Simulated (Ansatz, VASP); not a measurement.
# Cross-check of Ga8Si9N8O18 (amorphous SiO2 against GaN(10-10), 12.2 A) between VASP and Ansatz

Aim: how closely do two programs agree when they are given the same cell, functional and k mesh? The structure shown is the start of the Ansatz relaxation below; VASP solves that cell, so the two are compared at the walk's first step.

Calculated with Ansatz 0.2.0; plane waves, with VASP 6.6.1 beside it; single point at PBE.

## (1) The structure

The cell holds 129 atoms: 24 Ga, 24 N, 27 Si and 54 O. Cell: a = 10.460 Å, b = 9.630 Å, c = 17.633 Å, α = 90.0°, β = 90.0°, γ = 90.0°. It derives from GaN (4 planes of wurtzite GaN(10-10)). A slab of 4 planes of wurtzite GaN(10-10) (starting lattice constant a = 3.21 A, c = 5.23 A), 10.46 x 9.63 A in plane. 81 atoms (27 Si, 54 O) packed at random between the slab and its periodic image at 2.2 g/cm^3 (a layer of 12.2 A) and pushed apart as soft spheres. Langevin MD at fixed cell with the MACE-MP-0b2 small potential (Batatia et al., arXiv:2401.00096), steps of 1.5 fs: 0.63 ps at 3200 K with the crystal held, 3200 to 1000 K in 1.8 ps with the crystal held, 1000 to 300 K in 0.9 ps with its inner planes held; soft walls kept the melt out of the crystal while it was held. Then all atoms and the cell's height relaxed. The structure's axis is c.

## (2) Ansatz: relaxation, PBE

Ansatz runs on its default PAW (the set named soft_2) files.

The two programs are compared at the cell with which this relaxation starts, whose forces are those of its first step.

input.yaml

```yaml
crystal:
  lattice:
    - [10.46, 0.0, 0.0]
    - [0.0, 9.63, 0.0]
    - [0.0, 0.0, 17.63311]
  atoms:
    - { symbol: Ga, position: [0.03999, 0.02203, 0.27015] }
    - { symbol: "N", position: [0.10833, 0.02923, 0.06282] }
    - { symbol: Ga, position: [0.30358, 0.05167, 0.07074] }
    - { symbol: "N", position: [0.3391, 0.01798, 0.28223] }
    - { symbol: Ga, position: [0.03974, 0.20068, 0.1085] }
    - { symbol: "N", position: [0.09317, 0.19209, 0.21965] }
    - { symbol: Ga, position: [0.27949, 0.19895, 0.23412] }
    - { symbol: "N", position: [0.3552, 0.20486, 0.13591] }
    - { symbol: Ga, position: [0.01479, 0.35271, 0.26354] }
    - { symbol: "N", position: [0.10777, 0.36465, 0.07164] }
    - { symbol: Ga, position: [0.28754, 0.37014, 0.07559] }
    - { symbol: "N", position: [0.33379, 0.37156, 0.29824] }
    - { symbol: Ga, position: [0.04313, 0.51909, 0.11937] }
    - { symbol: "N", position: [0.09106, 0.5212, 0.22448] }
    - { symbol: Ga, position: [0.27934, 0.53844, 0.22958] }
    - { symbol: "N", position: [0.35346, 0.5277, 0.12938] }
    - { symbol: Ga, position: [0.02613, 0.68515, 0.27502] }
    - { symbol: "N", position: [0.06231, 0.69354, 0.06683] }
    - { symbol: Ga, position: [0.31841, 0.76491, 0.02122] }
    - { symbol: "N", position: [0.34499, 0.70162, 0.27667] }
    - { symbol: Ga, position: [0.04623, 0.86917, 0.11722] }
    - { symbol: "N", position: [0.09713, 0.85, 0.22252] }
    - { symbol: Ga, position: [0.28591, 0.85315, 0.21974] }
    - { symbol: "N", position: [0.35766, 0.87377, 0.11322] }
    - { symbol: Ga, position: [0.52423, 0.02832, 0.28552] }
    - { symbol: "N", position: [0.63142, 0.05667, 0.10953] }
    - { symbol: Ga, position: [0.78381, 0.03445, 0.0517] }
    - { symbol: "N", position: [0.85813, 0.02368, 0.28222] }
    - { symbol: Ga, position: [0.5285, 0.21217, 0.08211] }
    - { symbol: "N", position: [0.59803, 0.21522, 0.26783] }
    - { symbol: Ga, position: [0.76195, 0.17101, 0.19533] }
    - { symbol: "N", position: [0.85682, 0.20047, 0.10018] }
    - { symbol: Ga, position: [0.49957, 0.37952, 0.25497] }
    - { symbol: "N", position: [0.61449, 0.37779, 0.08564] }
    - { symbol: Ga, position: [0.78918, 0.37847, 0.06624] }
    - { symbol: "N", position: [0.82737, 0.34176, 0.27183] }
    - { symbol: Ga, position: [0.53238, 0.54312, 0.11459] }
    - { symbol: "N", position: [0.58962, 0.54092, 0.2288] }
    - { symbol: Ga, position: [0.77245, 0.52812, 0.227] }
    - { symbol: "N", position: [0.8547, 0.53224, 0.12861] }
    - { symbol: Ga, position: [0.52256, 0.70619, 0.27438] }
    - { symbol: "N", position: [0.61942, 0.71547, 0.08815] }
    - { symbol: Ga, position: [0.84597, 0.69328, 0.06386] }
    - { symbol: "N", position: [0.83351, 0.70298, 0.27677] }
    - { symbol: Ga, position: [0.5425, 0.88468, 0.12324] }
    - { symbol: "N", position: [0.59653, 0.87466, 0.23122] }
    - { symbol: Ga, position: [0.78366, 0.86948, 0.21441] }
    - { symbol: "N", position: [0.86087, 0.87685, 0.11219] }
    - { symbol: Si, position: [0.85988, 0.12019, 0.55044] }
    - { symbol: Si, position: [0.30005, 0.33684, 0.39514] }
    - { symbol: Si, position: [0.24977, 0.12976, 0.7457] }
    - { symbol: Si, position: [0.75783, 0.13673, 0.87008] }
    - { symbol: Si, position: [0.89579, 0.49335, 0.89393] }
    - { symbol: Si, position: [0.03895, 0.48441, 0.42991] }
    - { symbol: Si, position: [0.69119, 0.01831, 0.68929] }
    - { symbol: Si, position: [0.27199, 0.0208, 0.376] }
    - { symbol: Si, position: [0.04383, 0.23865, 0.85828] }
    - { symbol: Si, position: [0.71817, 0.8509, 0.79716] }
    - { symbol: Si, position: [0.64306, 0.41509, 0.82355] }
    - { symbol: Si, position: [0.71087, 0.27212, 0.33429] }
    - { symbol: Si, position: [0.15087, 0.16361, 0.58423] }
    - { symbol: Si, position: [0.27326, 0.71303, 0.61753] }
    - { symbol: Si, position: [0.77292, 0.76523, 0.36262] }
    - { symbol: Si, position: [0.76055, 0.67768, 0.51955] }
    - { symbol: Si, position: [0.34702, 0.40679, 0.56077] }
    - { symbol: Si, position: [0.82105, 0.00205, 0.38434] }
    - { symbol: Si, position: [0.49742, 0.68117, 0.88343] }
    - { symbol: Si, position: [0.22042, 0.90317, 0.48698] }
    - { symbol: Si, position: [0.12434, 0.00346, 0.96524] }
    - { symbol: Si, position: [0.02954, 0.70279, 0.5501] }
    - { symbol: Si, position: [0.76473, 0.38511, 0.47811] }
    - { symbol: Si, position: [0.27279, 0.81626, 0.78336] }
    - { symbol: Si, position: [0.5019, 0.26914, 0.68915] }
    - { symbol: Si, position: [0.53008, 0.82818, 0.44686] }
    - { symbol: Si, position: [0.99602, 0.78811, 0.85758] }
    - { symbol: O, position: [0.99682, 0.1828, 0.57698] }
    - { symbol: O, position: [0.14497, 0.36561, 0.4049] }
    - { symbol: O, position: [0.87883, 0.7224, 0.57552] }
    - { symbol: O, position: [0.08092, 0.82097, 0.49061] }
    - { symbol: O, position: [0.8766, 0.02259, 0.47419] }
    - { symbol: O, position: [0.6147, 0.73052, 0.37162] }
    - { symbol: O, position: [0.10829, 0.15958, 0.93051] }
    - { symbol: O, position: [0.54002, 0.52258, 0.86055] }
    - { symbol: O, position: [0.37171, 0.7351, 0.8379] }
    - { symbol: O, position: [0.72378, 0.51424, 0.53271] }
    - { symbol: O, position: [0.13841, 0.21807, 0.78726] }
    - { symbol: O, position: [0.20018, 0.06082, 0.51906] }
    - { symbol: O, position: [0.83701, 0.44635, 0.97362] }
    - { symbol: O, position: [0.78607, 0.48748, 0.82567] }
    - { symbol: O, position: [0.28402, 0.98573, 0.79043] }
    - { symbol: O, position: [0.31396, 0.817, 0.54731] }
    - { symbol: O, position: [0.1611, 0.6725, 0.01637] }
    - { symbol: O, position: [0.95081, 0.65099, 0.90347] }
    - { symbol: O, position: [0.80364, 0.04184, 0.62798] }
    - { symbol: O, position: [0.68742, 0.71662, 0.02017] }
    - { symbol: O, position: [0.3746, 0.23057, 0.73802] }
    - { symbol: O, position: [0.9012, 0.17458, 0.84149] }
    - { symbol: O, position: [0.37771, 0.31008, 0.9891] }
    - { symbol: O, position: [0.90623, 0.39367, 0.43805] }
    - { symbol: O, position: [0.7112, 0.03247, 0.79407] }
    - { symbol: O, position: [0.05899, 0.54936, 0.51439] }
    - { symbol: O, position: [0.11679, 0.70972, 0.62634] }
    - { symbol: O, position: [0.5953, 0.37294, 0.73748] }
    - { symbol: O, position: [0.01672, 0.9064, 0.92302] }
    - { symbol: O, position: [0.76111, 0.24786, 0.53237] }
    - { symbol: O, position: [0.87038, 0.82535, 0.80483] }
    - { symbol: O, position: [0.19156, 0.08925, 0.66337] }
    - { symbol: O, position: [0.37134, 0.4154, 0.46791] }
    - { symbol: O, position: [0.11574, 0.0281, 0.36323] }
    - { symbol: O, position: [0.32034, 0.76961, 0.69907] }
    - { symbol: O, position: [0.71985, 0.13162, 0.38657] }
    - { symbol: O, position: [0.65854, 0.26688, 0.86989] }
    - { symbol: O, position: [0.04799, 0.60603, 0.36853] }
    - { symbol: O, position: [0.82841, 0.68083, 0.43558] }
    - { symbol: O, position: [0.21789, 0.31568, 0.5765] }
    - { symbol: O, position: [0.45615, 0.68848, 0.972] }
    - { symbol: O, position: [0.57391, 0.11937, 0.67289] }
    - { symbol: O, position: [0.6209, 0.78184, 0.85623] }
    - { symbol: O, position: [0.6694, 0.38184, 0.40283] }
    - { symbol: O, position: [0.4668, 0.33378, 0.60611] }
    - { symbol: O, position: [0.26768, 0.93549, 0.96439] }
    - { symbol: O, position: [0.33238, 0.56129, 0.59673] }
    - { symbol: O, position: [0.1243, 0.77256, 0.80543] }
    - { symbol: O, position: [0.75279, 0.04635, 0.94616] }
    - { symbol: O, position: [0.6719, 0.85095, 0.70666] }
    - { symbol: O, position: [0.33487, 0.173, 0.40309] }
    - { symbol: O, position: [0.63332, 0.77646, 0.51856] }
    - { symbol: O, position: [0.4224, 0.16056, 0.99824] }
    - { symbol: O, position: [0.0227, 0.40317, 0.87147] }
kpoints:
  mp_grid: { grid: [1, 1, 1] }
hamiltonian:
  xc: pbe
scf:
  occupations: { method: fermi_dirac, width: 0.025 }
output:
  forces: true
relax:
  f_tol: 0.08
  max_steps: 90
  cell: { fix: [a, b, alpha, beta, gamma] }
```

Run with:

```
> ansatz run input.yaml --threads 4 --pin off --max-ram 15872MiB --backend cpu --events-out ev --progress --plain --runs-dir out
```

Numbers of over 12 decimals in the logs are rounded to 6 here.

Output:

```text
Engine: ansatz 0.2.0, aarch64-unknown-linux-gnu
Pseudopotentials: kind: paw
Pseudopotential: Ga, paw, valence charge 13, recommended cutoff 420 eV (normal), Ga.paw.azcp
Pseudopotential: N, paw, valence charge 5, recommended cutoff 420 eV (normal), N.paw.azcp
Pseudopotential: Si, paw, valence charge 4, recommended cutoff 420 eV (normal), Si.paw.azcp
Pseudopotential: O, paw, valence charge 6, recommended cutoff 420 eV (normal), O.paw.azcp
Functional definition: PBE
  parameter kappa = 0.804
  parameter beta = 0.066725
  exchange = pbe_x(kappa = kappa, mu = beta*pi^2/3)
  correlation = pbe_c(beta = beta)
Crystal: 129 atoms, lattice volume = 1776.180 Å³
Basis set: ecut = 420 eV, 34753 PW (Γ), exchange–correlation on 144×144×240 points (8 copies of the dense FFT grid, shifted against one another)
Bands: 561, of which v1, the nominal top of the filled ones, is band 432 counted from 1 (431 counted from 0)
Symmetry: 1 space group operations
Space group: P1 (ITA 1), of the structure as read, at distance tolerance 1.2e-4 Å
k-points: 1
Non-local potential: Ga, projectors of the file, l = 0: 2, l = 1: 2, l = 2: 3, l = 3: 1
Non-local potential: N, projectors of the file, l = 0: 2, l = 1: 2, l = 2: 1
Non-local potential: Si, projectors of the file, l = 0: 2, l = 1: 2, l = 2: 2
Non-local potential: O, projectors of the file, l = 0: 2, l = 1: 2, l = 2: 1
PAW form: soft (Blöchl's): semilocal exchange-correlation on the pseudo side does not see the compensation charge
PAW one-centre angular grid: Ga, 590 points (default); XC on 64 Gauss nodes
PAW one-centre angular grid: N, 110 points (default); XC on 64 Gauss nodes
PAW one-centre angular grid: Si, 110 points (default); XC on 64 Gauss nodes
PAW one-centre angular grid: O, 110 points (default); XC on 64 Gauss nodes
Initial density: superposition of atomic densities (neutral atoms: chi_scale 0, normalization atom), corrected by the library's trained network
Initial wavefunctions: pseudopotential atomic-orbital guess
Functional: x = pbe(κ = 0.804, μ = 0.219515), c = pbe(β = 0.066725)
SCF iter   1: F=—  HF=-147886.246094 eV  |F-HF|=—  |Δ(HF+E_count)|=         —  Δρ=6.45e-3  dr2=3.24e0  ethr=1.77e-3  ⟨swp⟩=6.0  Hψ=2271  notcnv=0  defer=117
preconditioner: auto → Resta (q_TF=auto, 2.420 Å⁻¹)  ε∞=3.6  [insulator: Δε(μ)=0.811 eV  Ē_g=16.024 eV  σ=0.025 eV  W_gap=1.00  n_scr=422 (ndim 8)  ℏωp=25.9 eV  f_vac=0.179  D(μ)=0.00/eV (n_scr^D=0)  ε∞_Penn≈3.6]
SCF iter   2: F=—  HF=-147886.265740 eV  |F-HF|=—  |Δ(HF+E_count)|=   1.96e-2  Δρ=1.83e-2  dr2=1.64e1  ethr=3.75e-4  ⟨swp⟩=2.0  Hψ=885  notcnv=0  defer=121  recentre
SCF iter   3: F=—  HF=-147886.045097 eV  |F-HF|=—  |Δ(HF+E_count)|=   2.21e-1  Δρ=5.44e-3  dr2=2.29e0  ethr=3.75e-4  ⟨swp⟩=2.0  Hψ=892  notcnv=0  defer=118
SCF iter   4: F=—  HF=-147885.823520 eV  |F-HF|=—  |Δ(HF+E_count)|=   2.22e-1  Δρ=3.76e-3  dr2=1.10e0  ethr=2.65e-4  ⟨swp⟩=3.0  Hψ=462  notcnv=0  defer=118
SCF iter   5: F=—  HF=-147885.790988 eV  |F-HF|=—  |Δ(HF+E_count)|=   3.25e-2  Δρ=9.38e-3  dr2=5.02e0  ethr=1.27e-4  ⟨swp⟩=2.0  Hψ=650  notcnv=0  defer=124  recentre
SCF iter   6: F=—  HF=-147885.712365 eV  |F-HF|=—  |Δ(HF+E_count)|=   7.86e-2  Δρ=1.20e-3  dr2=4.88e-2  ethr=1.27e-4  ⟨swp⟩=2.0  Hψ=449  notcnv=0  defer=124
SCF iter   7: F=—  HF=-147885.714153 eV  |F-HF|=—  |Δ(HF+E_count)|=   1.79e-3  Δρ=2.83e-3  dr2=5.01e-1  ethr=5.65e-6  ⟨swp⟩=2.0  Hψ=854  notcnv=0  defer=124
SCF iter   8: F=—  HF=-147885.705947 eV  |F-HF|=—  |Δ(HF+E_count)|=   8.21e-3  Δρ=1.00e-3  dr2=5.49e-2  ethr=5.65e-6  ⟨swp⟩=2.0  Hψ=655  notcnv=0  defer=121
SCF iter   9: F=—  HF=-147885.704244 eV  |F-HF|=—  |Δ(HF+E_count)|=   1.70e-3  Δρ=2.76e-4  dr2=3.92e-3  ethr=5.65e-6  ⟨swp⟩=2.0  Hψ=441  notcnv=0  defer=121
SCF iter  10: F=—  HF=-147885.704157 eV  |F-HF|=—  |Δ(HF+E_count)|=   8.66e-5  Δρ=1.11e-4  dr2=6.95e-4  ethr=4.54e-7  ⟨swp⟩=2.0  Hψ=441  notcnv=0  defer=121
SCF iter  11: F=—  HF=-147885.704161 eV  |F-HF|=—  |Δ(HF+E_count)|=   4.43e-6  Δρ=3.22e-5  dr2=3.75e-5  ethr=8.04e-8  ⟨swp⟩=2.0  Hψ=450  notcnv=0  defer=121
SCF iter  12: F=—  HF=-147885.705801 eV  |F-HF|=—  |Δ(HF+E_count)|=   1.64e-3  Δρ=2.32e-5  dr2=2.39e-5  ethr=4.35e-9  ⟨swp⟩=2.0  Hψ=872  notcnv=0  defer=121
SCF iter  13: F=—  HF=-147885.705801 eV  |F-HF|=—  |Δ(HF+E_count)|=   2.63e-7  Δρ=1.51e-5  dr2=1.33e-5  ethr=2.77e-9  ⟨swp⟩=2.0  Hψ=852  notcnv=0  defer=121
SCF iter  14: F=—  HF=-147885.705800 eV  |F-HF|=—  |Δ(HF+E_count)|=   2.36e-7  Δρ=6.41e-6  dr2=2.33e-6  ethr=1.54e-9  ⟨swp⟩=1.0  Hψ=440  notcnv=0  defer=121
SCF iter  15: F=-147885.705800 eV  HF=-147885.705800 eV  |F-HF|=4.85e-8  |Δ(HF+E_count)|=   6.41e-8  Δρ=1.60e-6  dr2=6.36e-8  ethr=1.16e-11  ⟨swp⟩=2.0  Hψ=1849  notcnv=0
SCF 1 converged in 15 iterations: F = -147885.705800 eV  dr2 = 6.36e-8
  greatest PAW one-centre occupation: 0.997 electrons in one spin orbital (limit 2), on the Ga atom at site 2 (counted from 0), in its partial waves of l = 2
[...]
- { symbol: Ga, position: [0.282528, 0.852854, 0.221810] }
    - { symbol: N, position: [0.354050, 0.869729, 0.112222] }
    - { symbol: Ga, position: [0.515261, 0.047362, 0.267312] }
    - { symbol: N, position: [0.626969, 0.056744, 0.110324] }
    - { symbol: Ga, position: [0.781521, 0.035940, 0.052867] }
    - { symbol: N, position: [0.849121, 0.030785, 0.278442] }
    - { symbol: Ga, position: [0.526350, 0.211699, 0.080377] }
    - { symbol: N, position: [0.594244, 0.226731, 0.259758] }
    - { symbol: Ga, position: [0.762139, 0.181183, 0.196458] }
    - { symbol: N, position: [0.856173, 0.203469, 0.101080] }
    - { symbol: Ga, position: [0.487760, 0.386265, 0.227605] }
    - { symbol: N, position: [0.610987, 0.378985, 0.085147] }
    - { symbol: Ga, position: [0.785898, 0.382110, 0.063613] }
    - { symbol: N, position: [0.822752, 0.343538, 0.272966] }
    - { symbol: Ga, position: [0.538286, 0.552377, 0.109497] }
    - { symbol: N, position: [0.593626, 0.546943, 0.234045] }
    - { symbol: Ga, position: [0.771049, 0.532647, 0.224961] }
    - { symbol: N, position: [0.855951, 0.532385, 0.126458] }
    - { symbol: Ga, position: [0.515455, 0.704749, 0.276264] }
    - { symbol: N, position: [0.630019, 0.718629, 0.091074] }
    - { symbol: Ga, position: [0.847147, 0.701002, 0.063867] }
    - { symbol: N, position: [0.831467, 0.707974, 0.280376] }
    - { symbol: Ga, position: [0.541983, 0.881806, 0.122138] }
    - { symbol: N, position: [0.591127, 0.877741, 0.236838] }
    - { symbol: Ga, position: [0.777463, 0.871185, 0.214609] }
    - { symbol: N, position: [0.860223, 0.883949, 0.115122] }
    - { symbol: Si, position: [0.862889, 0.118183, 0.544135] }
    - { symbol: Si, position: [0.296066, 0.338289, 0.394370] }
    - { symbol: Si, position: [0.255844, 0.128117, 0.748437] }
    - { symbol: Si, position: [0.767281, 0.139183, 0.867417] }
    - { symbol: Si, position: [0.896230, 0.487669, 0.890346] }
    - { symbol: Si, position: [0.041352, 0.495997, 0.431040] }
    - { symbol: Si, position: [0.699034, 0.013122, 0.686720] }
    - { symbol: Si, position: [0.261689, 0.027309, 0.377471] }
    - { symbol: Si, position: [0.048159, 0.244207, 0.856622] }
    - { symbol: Si, position: [0.723916, 0.844367, 0.796637] }
    - { symbol: Si, position: [0.646944, 0.413669, 0.819656] }
    - { symbol: Si, position: [0.698636, 0.279079, 0.333223] }
    - { symbol: Si, position: [0.154344, 0.156563, 0.586814] }
    - { symbol: Si, position: [0.278497, 0.703372, 0.620475] }
    - { symbol: Si, position: [0.767587, 0.763923, 0.367128] }
    - { symbol: Si, position: [0.766293, 0.675989, 0.527716] }
    - { symbol: Si, position: [0.347134, 0.401253, 0.561557] }
    - { symbol: Si, position: [0.803500, 0.00639975, 0.376767] }
    - { symbol: Si, position: [0.501024, 0.676007, 0.884666] }
    - { symbol: Si, position: [0.224187, 0.894821, 0.489105] }
    - { symbol: Si, position: [0.121646, 0.00356471, 0.964114] }
    - { symbol: Si, position: [0.033631, 0.700523, 0.556627] }
    - { symbol: Si, position: [0.766670, 0.390503, 0.477587] }
    - { symbol: Si, position: [0.276399, 0.815422, 0.785391] }
    - { symbol: Si, position: [0.508026, 0.265247, 0.685537] }
    - { symbol: Si, position: [0.544496, 0.830234, 0.459185] }
    - { symbol: Si, position: [0.998276, 0.781197, 0.860012] }
    - { symbol: O, position: [1.002177, 0.172551, 0.571032] }
    - { symbol: O, position: [0.140043, 0.372286, 0.401734] }
    - { symbol: O, position: [0.883914, 0.718398, 0.584243] }
    - { symbol: O, position: [0.080352, 0.825296, 0.499236] }
    - { symbol: O, position: [0.870877, 0.024934, 0.464633] }
    - { symbol: O, position: [0.607412, 0.731207, 0.382682] }
    - { symbol: O, position: [0.102113, 0.159237, 0.930032] }
    - { symbol: O, position: [0.544468, 0.518399, 0.859845] }
    - { symbol: O, position: [0.377848, 0.729953, 0.835995] }
    - { symbol: O, position: [0.724681, 0.514146, 0.537059] }
    - { symbol: O, position: [0.152685, 0.226562, 0.789777] }
    - { symbol: O, position: [0.217758, 0.047849, 0.528432] }
    - { symbol: O, position: [0.833451, 0.414174, 0.962991] }
    - { symbol: O, position: [0.789078, 0.486713, 0.818787] }
    - { symbol: O, position: [0.288811, 0.984524, 0.793718] }
    - { symbol: O, position: [0.318701, 0.793473, 0.542650] }
    - { symbol: O, position: [0.155496, 0.674782, 0.00654078] }
    - { symbol: O, position: [0.944918, 0.646373, 0.905491] }
    - { symbol: O, position: [0.806654, 0.033290, 0.620774] }
    - { symbol: O, position: [0.690621, 0.721852, 0.014189] }
    - { symbol: O, position: [0.382709, 0.223252, 0.735295] }
    - { symbol: O, position: [0.906872, 0.180914, 0.833452] }
    - { symbol: O, position: [0.356910, 0.297401, 0.982707] }
    - { symbol: O, position: [0.905676, 0.408765, 0.435607] }
[...]
- { symbol: O, position: [0.337584, 0.549611, 0.606259] }
    - { symbol: O, position: [0.128755, 0.768877, 0.808022] }
    - { symbol: O, position: [0.765454, 0.050450, 0.944524] }
    - { symbol: O, position: [0.677195, 0.846870, 0.704819] }
    - { symbol: O, position: [0.325615, 0.174074, 0.410528] }
    - { symbol: O, position: [0.640168, 0.778620, 0.530815] }
    - { symbol: O, position: [0.417590, 0.158087, 0.995104] }
    - { symbol: O, position: [0.028430, 0.409500, 0.864852] }
```

(Part 1 of 2 ends here.)

[Lines on the potential files, build, host, timing and source positions are cut from VASP's logs without a mark.]

[Logs are printed without paths, hosts, clocks, repeated set-up lines and the standing remarks that a program may print on its own settings, such as how far it seeks lower states.]

[Hosts, paths, dates, database ids (printed as entryN), source tags and the programs' standing remarks are cut or masked in the printed files.]
